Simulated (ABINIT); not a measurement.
The system is Os.

```
Os
1.0
     0.00000    1.94500    1.94500
     1.94500    0.00000    1.94500
     1.94500    1.94500    0.00000
Os
1
Direct
  0.00000 0.00000 0.00000
```

This isn't the form of Os at room conditions, which is hcp.

- Program: ABINIT 10.8.3 (patched build)
- Task: single point
- Functional: PBE
- Potentials or basis: JTH PAW PBE v2.0
- Cutoff: 408 eV
- k mesh: 12 × 12 × 12
- Occupations: fermi-dirac, width 0.05 eV
- Spin: no spin polarisation

On this cell: pressure -10.1 GPa; band gap on the k mesh none (metal or under the smearing width).

The same run follows on a disturbed copy (cell strained at random at fixed volume):

```
Os
1.0
     0.03202    1.94743    1.94431
     1.93066    0.01867    1.95766
     1.95368    1.98379   -0.00434
Os
1
Direct
  0.98977 0.99974 0.99869
```

Question: What changes?

Answer: The energy (extrapolated to zero smearing) moves by +15.3 meV/atom; pressure -9.7 GPa; band gap on the k mesh none (metal or under the smearing width).

Stress tensor (GPa, compression positive):
```
 -6.37  -9.02  -1.47
 -9.02 -11.29   2.66
 -1.47   2.66 -11.32
```
